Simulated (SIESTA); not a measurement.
Runs of SIESTA 5.4.2 on TiPt3. It takes space group Pm-3m (No. 221, cubic). Conventional cell: a = 3.897 Å, b = 3.897 Å, c = 3.897 Å, α = 90.00°, β = 90.00°, γ = 90.00°. Pt (site symmetry 4/mmm) is surrounded by 8 Pt at 2.76 Å and 4 Ti at 2.76 Å. Ti (site symmetry m-3m) has 12 Pt at 2.76 Å as nearest neighbours. 

```csv
potentials or basis,gap on the mesh (eV),pressure (GPa)
"PseudoDojo 0.4 standard (PBEsol files), SZ (energy shift 0.003 Ry)",none,16.0
"PseudoDojo 0.4 standard (PBEsol files), TZDP (energy shift 0.003 Ry; two zetas on semicore shells)",none,(b)
"PseudoDojo 0.4 standard (PBEsol files), DZP (energy shift 0.003 Ry; two zetas on semicore shells)",none,2.4
"PseudoDojo 0.4 standard (PBEsol files), SZP (energy shift 0.003 Ry)",none,(a)
"PseudoDojo 0.4 standard (PBEsol files), TZP (energy shift 0.003 Ry; two zetas on semicore shells)",none,3.0
```

Alike in all rows: task band structure; level PBEsol; no spin polarisation; cell as given; k mesh 7 × 7 × 7; smearing fermi-dirac 0.05 eV; grid cutoff 800 Ry; energy shift 0.003 Ry.

Problem. Estimate the missing entries.

Solution. (a) 6.5; (b) 3.1.

Caveats: short orbitals over semicore shells can move pressures by several GPa; spin-orbit coupling is left out, which moves the levels of the heavy elements; the basis of atomic orbitals isn't converged, which shifts pressures, moduli and gaps; the basis has no polarisation orbitals (some runs).

A k mesh can miss the band edges, and the runs leave out spin-orbit coupling on Pt.

A gap of «none» marks a metal or a gap under the smearing width.
